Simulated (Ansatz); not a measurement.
## TiAl in Ansatz: the effect of functional

Crystal: TiAl.

```xyz
2
Lattice="2.8285 0.0000 0.0000 -1.4143 2.4496 0.0000 0.0000 0.0000 4.6149" Properties=species:S:1:pos:R:3 pbc="T T T"
Ti    0.0000    0.0000    0.0000
Al    0.0000    1.6330    2.3074
```

The cell comes from a database or a generator and needn't be the stable form of this composition.

The cell isn't the ideal one: volume scaled by 0.96.

Alike in all runs:

| Property | Result |
| --- | --- |
| Program | Ansatz 0.2.0 |
| Task | single point |
| Potentials or basis | Ansatz PAW |
| k mesh | 11 × 11 × 6 |
| Occupations | fermi-dirac, width 0.05 eV |
| Spin | no spin polarisation |

```tsv
functional	cutoff	pressure (GPa)
LDA	420 eV (not typed: the program's choice for these potentials)	?
PBEsol	420 eV (not typed: the program's choice for these potentials)	1.6
r2SCAN	500 eV (not typed: the program's choice for these potentials)	3.8
```

Question: What does the run with functional LDA give?

Answer: Pressure -2.0 GPa.

Caveats: the PAW data sets come from PBE, with cores solved anew for the run's functional, which leaves a small shift of forces and pressure.

Runs at the PBE level aren't shown here.
